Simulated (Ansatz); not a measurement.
# Mg (P6_3/mmc) in Ansatz: a run that goes wrong, beside a sound one

A flawed run on Mg and a sound one for comparison.

Program: Ansatz 0.2.0. These are calculated values, not measurements. Logs are shortened: lines on timing, memory, paths and dates and some standing lists are left out, and cuts for length are marked.

**1. The structure**

It takes space group P6_3/mmc (No. 194, hexagonal). The conventional cell has a = 3.209 Å, b = 3.209 Å, c = 5.210 Å, α = 90.00°, β = 90.00°, γ = 120.00°. Around Mg (site symmetry -6m2) lie 12 Mg at 3.20 to 3.21 Å.

**2. A run with an altered input**

Input file input.yaml:

```yaml
crystal:
  lattice:
    - [3.2093, 0.0, 0.0]
    - [-1.60465, 2.7793353284, 0.0]
    - [0.0, 0.0, 5.2103]
  atoms:
    - { symbol: Mg, position: [0.6666666667, 0.3333333333, 0.75] }
    - { symbol: Mg, position: [0.3333333333, 0.6666666667, 0.25] }
hamiltonian:
  xc: r2scan
  pseudopotentials: { kind: paw }
kpoints:
  mp_grid: { grid: [10, 10, 5] }
scf:
  occupations: { method: fermi_dirac, width: 0.05 }
  max_iter: 50
output:
  forces: true
  stress: true
  eigenvalues: true
relax:
  f_tol: 0.01
  max_steps: 2
  cell: { stress_tol: 0.05 }
```

Potentials or basis: Ansatz PAW.

The run is started by

```
$ ansatz run input.yaml --threads 2 --pin off --max-ram 5632MiB --backend cpu --events-out ev --progress --plain --runs-dir out
```

Standard output:

```text
Warning: RAYON_NUM_THREADS=2 ignored (pool sized by the plan → 2); use --threads N
The last accepted step is kept in <dir> (removed where the run ends without a failure and the disk answers)
Engine: ansatz 0.2.0, aarch64-unknown-linux-gnu
Pseudopotentials: kind: paw
Pseudopotential: Mg, paw, valence charge 10, recommended cutoff 500 eV (meta_gga), Mg.paw.azcp
[... 76 lines left out ...]
  P = ⅓ Tr σ = -0.1694 GPa (-1.694 kbar)
--- Band table (eV; the first three rows and the last of 42) ---
  k-point 0: bands = ["-73.2173", "-73.2142", "-38.3328", "-38.3010", "-38.3010", "-38.2975", "-38.2959", "-38.2959", "-1.6801", "3.7872", "4.4830", "17.6105", "17.6105", "17.8451"]
  k-point 1: bands = ["-73.2170", "-73.2145", "-38.3295", "-38.3009", "-38.3005", "-38.3005", "-38.2964", "-38.2964", "-1.4416", "2.0537", "6.6279", "16.1111", "17.7847", "17.7847"]
  k-point 2: bands = ["-73.2162", "-73.2153", "-38.3207", "-38.3098", "-38.2992", "-38.2992", "-38.2977", "-38.2977", "-0.7303", "0.4421", "9.4713", "12.6795", "18.2107", "18.2107"]
  k-point 41: bands = ["-73.2134", "-73.2133", "-38.3253", "-38.3250", "-38.3177", "-38.3150", "-38.3050", "-38.3040", "4.7460", "5.6644", "6.5854", "7.0346", "8.2272", "8.4861"]
End of that report.
this run last wrote the structure of step 2 to <dir>
Error: variable-cell relaxation did not converge after 2 steps: max|allowed force component| = 6.71e-17 eV/Å (threshold 1.0e-2), largest principal stress residual = 3.48e-1 GPa on the free part of the cell (threshold 5.0e-2). Raise `relax.max_steps` over both its present limit and 2, loosen the thresholds, or start from a cell closer to the target (`relax.cell.p_target` or `relax.cell.sigma_target`). Where this run's directory can be resumed (`checkpoint.write`), a resume goes on for up to `relax.max_steps` more
```

It took 3.6 s on 2 threads of Arm Neoverse V2, shared host; peak memory 0.39 GiB.

No converged result was reached. The input was made wrong on purpose: too few relaxation steps.

**3. Relaxation of cell and atoms, r2SCAN**

input.yaml: that of step 2 with these lines changed.

```diff
@@ -15,3 +15,2 @@
   occupations: { method: fermi_dirac, width: 0.05 }
-  max_iter: 50
 output:
@@ -22,3 +21,3 @@
   f_tol: 0.01
-  max_steps: 2
+  max_steps: 40
   cell: { stress_tol: 0.05 }
```

Potentials or basis: Ansatz PAW.

The run is started by

```
$ ansatz run input.yaml --threads 2 --pin off --max-ram 5632MiB --backend cpu --events-out ev --progress --plain --runs-dir out
```

Wall time 10 s (2 threads of Arm Neoverse V2, shared host); peak memory 0.41 GiB.

It converged, with:

| Property | Result |
| --- | --- |
| Free energy | -3852.8081 eV |
| Relaxed volume | 22.63 Å³/atom |
| Relaxed cell | a = 3.152 Å, b = 3.152 Å, c = 5.261 Å, α = 90.00°, β = 90.00°, γ = 120.00° |
| Space group after relaxing (to 0.05 Å) | P6_3/mmc (No. 194) |
| Energy gained by relaxing | 3.5 meV/atom |
| Ionic steps | 6 |
| Pressure after relaxing | 0.0 GPa |
| Band gap on the k mesh | none (metal or under the smearing width) |

The path:
```
step  energy change (eV)  largest force (eV/Å)  volume (Å³)
   1              0.0000                0.0000        46.47
   2             -0.0056                0.0000        45.38
   3             -0.0068                0.0000        45.10
   4             -0.0072                0.0000        45.21
   5             -0.0072                0.0000        45.27
   6             -0.0070                0.0000        45.27
```

Final structure:
```cif
data_structure
_symmetry_space_group_name_H-M 'P 1'
_symmetry_Int_Tables_number 1
_cell_length_a 3.1521
_cell_length_b 3.1521
_cell_length_c 5.2611
_cell_angle_alpha 90.000
_cell_angle_beta 90.000
_cell_angle_gamma 120.000
_cell_volume 45.27
loop_
_atom_site_label
_atom_site_type_symbol
_atom_site_fract_x
_atom_site_fract_y
_atom_site_fract_z
_atom_site_occupancy
Mg1 Mg 0.66667 0.33333 0.75000 1
Mg2 Mg 0.33333 0.66667 0.25000 1
```

Levels at points of the mesh, in eV from the Fermi level:
```tsv
k point	band 8	band 9	band 10	band 11	band 12	band 13
(0.00, 0.00, 0.00)	-44.12	-7.53	-2.16	-1.53	11.99	11.99
(0.00, -0.50, 0.00)	-44.13	-2.39	-2.18	2.73	2.97	3.35
```

Caveat: the plane-wave basis is chosen anew once the cell has moved, so the energies of steps on either side of that aren't comparable; the PAW data sets come from PBE, with cores solved anew for the run's functional, which leaves a small shift of forces and pressure.
